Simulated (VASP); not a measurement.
# PbO: restarted molecular dynamics, 2 variants

PbO, Pbcm (no. 57), 8 atoms in the cell. PBE, molecular dynamics; PAW potentials Pb, O (PBE set).

| Restart from | Temperature at the end (K) | The same without a restart (K) | Potential energy at the end (eV/atom) | The same without a restart (eV/atom) | Electronic steps in the first step after the restart | Time (s) |
|---|---|---|---|---|---|---|
| CONTCAR with velocities, WAVECAR read | 1962.0 | 1962.0 | -5.24910 | -5.24910 | 4 | 166 |
| CONTCAR with velocities, no WAVECAR | 1961.0 | 1962.0 | -5.24911 | -5.24910 | 16 | 177 |

Limits: 60 fs of 8 atoms are too short for converged averages; the cell is only 4.7 Å across, so each atom moves in step with near copies of itself.

## Input of the first row

INCAR.step1:
```
GGA      = PE             # functional
PREC     = Normal         # precision mode
ENCUT    = 400            # plane-wave cutoff, eV
EDIFF    = 1E-6           # SCF threshold, eV
NELMIN   = 4            
NELM     = 60             # most SCF steps
ALGO     = Normal         # electronic algorithm
LREAL    = Auto         
LASPH    = T              # aspherical terms in the spheres
ISMEAR   = 0              # smearing method
SIGMA    = 0.05           # smearing width, eV
ISYM     = 0            
LWAVE    = T              # write WAVECAR
LCHARG   = F              # write CHGCAR
IBRION   = 0              # ionic algorithm
NSW      = 30             # ionic steps
POTIM    = 1.0            # step
TEBEG    = 1600         
ISIF     = 2              # what is computed and relaxed
RANDOM_SEED= 442162 0 0   
MDALGO   = 4            
NHC_NCHAINS= 3            
NHC_PERIOD= 30           
KPAR     = 2             
```

INCAR.step2, as INCAR.step1 but for:
```
- LWAVE = T
+ LWAVE = F
```

KPOINTS:
```
k-points
0
Monkhorst-Pack
  2 2 2
```

POSCAR.step1:
```
PbO
1.0
    5.8760000000      0.0000000000      0.0000000000
    0.0000000000      5.4760000000      0.0000000000
    0.0000000000      0.0000000000      4.7430000000
Pb O
4 4
Direct
    0.7690000000      0.5140000000      0.2500000000
    0.2310000000      0.4860000000      0.7500000000
    0.7690000000      0.9860000000      0.7500000000
    0.2310000000      0.0140000000      0.2500000000
    0.1320000000      0.5820000000      0.2500000000
    0.8680000000      0.4180000000      0.7500000000
    0.1320000000      0.9180000000      0.7500000000
    0.8680000000      0.0820000000      0.2500000000
```

Commands (each step's output is kept before the next begins):
```
cat potpaw_PBE.64/Pb/POTCAR potpaw_PBE.64/O/POTCAR > POTCAR
cp INCAR.step1 INCAR
cp POSCAR.step1 POSCAR
mpirun -np 2 vasp_std > vasp.out
cp CONTCAR POSCAR
cp INCAR.step2 INCAR
mpirun -np 2 vasp_std > vasp.out
```

Changes of the last row against the first:
```
(step 1)
- LWAVE = True
+ LWAVE = False
```

VASP 6.6.1 took 166 s on 2 cores (AMD EPYC 7R43 (Zen 3)), a shared host.
